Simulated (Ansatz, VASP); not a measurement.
**W: VASP beside Ansatz**

Contents of INCAR:

```
SYSTEM = W
ALGO = Fast
EDIFF = 1E-6
ENCUT = 520
GGA = PS
ISIF = 2
ISMEAR = 0
LASPH = .True.
LCHARG = .False.
LREAL = .False.
LWAVE = .False.
NBANDS = 13
NELM = 60
PREC = Accurate
SIGMA = 0.1
```

KPOINTS

```
k-points
0
Gamma
  18 18 18
  0 0 0
```

The input POSCAR:

```
W
1.0
    0.0000000000      2.1308504000      2.1308504000
    2.1308504000      0.0000000000      2.1308504000
    2.1308504000      2.1308504000      0.0000000000
W
1
Direct
    0.0000000000      0.0000000000      0.0000000000
```

Input for Ansatz:

```yaml
crystal:
  lattice:
    - [0.0, 2.1308504, 2.1308504]
    - [2.1308504, 0.0, 2.1308504]
    - [2.1308504, 2.1308504, 0.0]
  atoms:
    - { symbol: W, position: [0.0, 0.0, 0.0] }
basis:
  ecutwfc: 420
kpoints:
  mp_grid: { grid: [18, 18, 18] }
hamiltonian:
  xc: pbesol
scf:
  occupations: { method: gaussian, width: 0.1 }
output:
  forces: true
  stress: true
  eigenvalues: true
  populations: true
  write_density: true
  write_potential: true
  elf: true
  volumetric_format: npy
```

Alike in both runs: task single point; functional PBEsol; k mesh 18 × 18 × 18; occupations gaussian, width 0.1 eV; no spin polarisation.

```csv
,VASP,Ansatz
version,VASP 6.6.1,Ansatz 0.2.0
potentials or method,"VASP PAW PBE potentials, release 64 (W_sv)","scalar-relativistic, plane waves, PAW"
plane-wave cutoff (eV),520,420
valence electrons in the cell,14,14
```

```csv
,VASP,Ansatz,Ansatz less VASP
gap on the k mesh at the Fermi level (eV),none,none,-
pressure (GPa),-38.9,-38.9,-0.07
```

A gap of «none» marks a metal or a gap that the smearing closes. The functional is the same, so the differences come from potentials, cutoffs and numerics.

Caveats: the cell as given lies far from equilibrium; so large a pressure means that the cell lies far from this level's equilibrium, or that cutoff or potentials fall short (VASP); the potentials were made for another functional, which shifts forces and pressure (VASP). Spin-orbit coupling is left out, which matters for the levels of W.
